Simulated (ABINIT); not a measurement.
Input of an ABINIT 10.8.3 (patched build) run:

The input run.abi:

```
# Pseudopotentials
pp_dirpath "./"
pseudos "Fe.GGA_PBE-JTH.xml, O.GGA_PBE-JTH.xml"

# Structure
acell 3*1.0
rprim
     2.8701555377     1.6570850723     4.7613110177
    -2.8701555377     1.6570850723     4.7613110177
     0.0000000000    -3.3141701446     4.7613110177
ntypat 2
znucl 26 8
natom 2
typat 1 2
xred
     0.0034910000     0.0005930000     0.0019330000
     0.4817370000     0.5186330000     0.4814880000
chkprim 0
chksymtnons 0
tolsym 1.0e-6

# Plane-wave basis
ecut 707.496042 eV
pawecutdg 48.0
pawxcdev 0

# k points
kptopt 1
ngkpt 11 11 11
nshiftk 1
shiftk 0.0 0.0 0.0

# Exchange and correlation
ixc -116133

# Bands and occupations
nband 16
occopt 3
tsmear 0.00183747

# Spin
nsppol 2
spinat
     0.0000000000     0.0000000000     3.0000000000
     0.0000000000     0.0000000000     0.0000000000

# SCF cycle
nstep 100
tolvrs 1.0e-9

# Output
iomode 3
prtwf 0
prtden 0
prteig 0
prtebands 0
enunit 2
```

Potentials or basis: JTH PAW PBE v2.0.

Launch:

```bash
$ abinit run.abi > log 2>&1
```

Q: Estimate the site moments.

A: Fe +3.58; O +0.29 μB.

Q: What does it give for the net moment?

A: 4.00 μB per cell.

Forces in eV/Å, atoms in the order of the input:
```
Fe  -0.144  0.078 -0.152
O    0.144 -0.078  0.152
```

Caveat: the PAW data sets were made with another functional, which shifts forces and pressure a little; a cell with one magnetic atom can't hold antiferromagnetic order, which such compounds often take.
